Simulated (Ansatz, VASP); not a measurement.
# CO2 in VASP and in Ansatz

```
CELL_PARAMETERS angstrom
2.34040 -2.14922 0.00000
2.34040 2.14922 0.00000
0.00000 0.00000 5.98501
ATOMIC_POSITIONS crystal
C 0.00000 0.00000 0.00000
C 0.50000 0.50000 0.50000
O 0.78325 0.21675 0.11603
O 0.21675 0.78325 0.88397
O 0.71675 0.28325 0.61603
O 0.28325 0.71675 0.38397
```

Alike in both runs: functional PBEsol; k mesh 6 × 6 × 5; no spin polarisation.

Ansatz relaxed the structure, and its values are those at the end. VASP's run is a single point on that final structure, the one shown.

```csv
,VASP,Ansatz
version,VASP 6.6.1,Ansatz 0.2.0
potentials or method,"VASP PAW PBE potentials, release 64 (C, O)","scalar-relativistic, plane waves, PAW"
plane-wave cutoff (eV),520,600
occupations,"gaussian, width 0.01 eV",fixed
valence electrons in the cell,32,32
```

```tsv
	VASP	Ansatz	Ansatz less VASP
gap on the k mesh at the Fermi level (eV)	5.94	5.95	+0.007
least direct gap on the mesh (eV)	7.00	7.00	+0.005
pressure (GPa)	12.6	10.0	-2.58
rms of the force components (eV/Å)	0.349	0.000	-0.3487
```

Caveats: the standard files for N, O and F lose accuracy on very short bonds; the PAW data sets were made with another functional, which shifts forces and pressure a little (VASP); an odd mesh through Γ misses points on the zone boundary, where band edges often lie.
